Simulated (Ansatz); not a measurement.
Structure types of ZnS compared at 18 GPa

Structure types of ZnS are relaxed in primitive cells with their symmetry kept at 18 GPa, on PAW files; LAPW relaxes the small cells further and takes the PAW cell for the others (marked *). The enthalpy is E + pV at zero temperature, without zero-point motion. Only the types listed were tried, and differences under about 5 meV/atom are mesh noise. The real phase may be another.

All numbers are PBE results (scalar-relativistic) from Ansatz 0.2.0, with Fermi–Dirac smearing of 0.1 eV, no spin polarisation. Methods: LAPW: all electrons, basis error target 0.5 meV/atom; PAW: frozen-core files, cutoff 420 eV.

k meshes: rocksalt 15×15×15, CsCl 15×15×15, zincblende 13×13×13, wurtzite 10×10×6, NiAs 11×11×6.

Problem. Which type is lowest in enthalpy, and by how much?

Solution. rocksalt, 16 meV/atom below zincblende. The whole table:

| start type | ends as | a, b, c (Å) | V (Å³/atom) | H − H(lowest), LAPW (meV/atom) | same, PAW |
| --- | --- | --- | --- | --- | --- |
| rocksalt | rocksalt, Fm-3m | 4.856, 4.856, 4.856 | 14.31 | 0.0 | 0.0 |
| CsCl | CsCl, Pm-3m | 3.027, 3.027, 3.027 | 13.86 | 602.0 | 602.4 |
| zincblende | zincblende, F-43m | 5.134, 5.134, 5.134 | 16.92 | 15.5 | 15.2 |
| wurtzite* | wurtzite, P6_3mc | 3.615, 3.615, 5.981 | 16.92 | 19.4 | 19.0 |
| NiAs* | NiAs, P6_3/mmc | 3.436, 3.436, 5.664 | 14.48 | 41.1 | 41.3 |

Problem. Split the lead of rocksalt over zincblende into energy and pV.

Solution. For zincblende less rocksalt: ΔE = -277.0 meV/atom, and p·ΔV = 18 GPa × +2.6037 Å³ × 6.242 meV/(GPa·Å³) = +292.5 meV/atom, together 15.5 meV/atom. rocksalt wins by its smaller volume, against the internal energy.
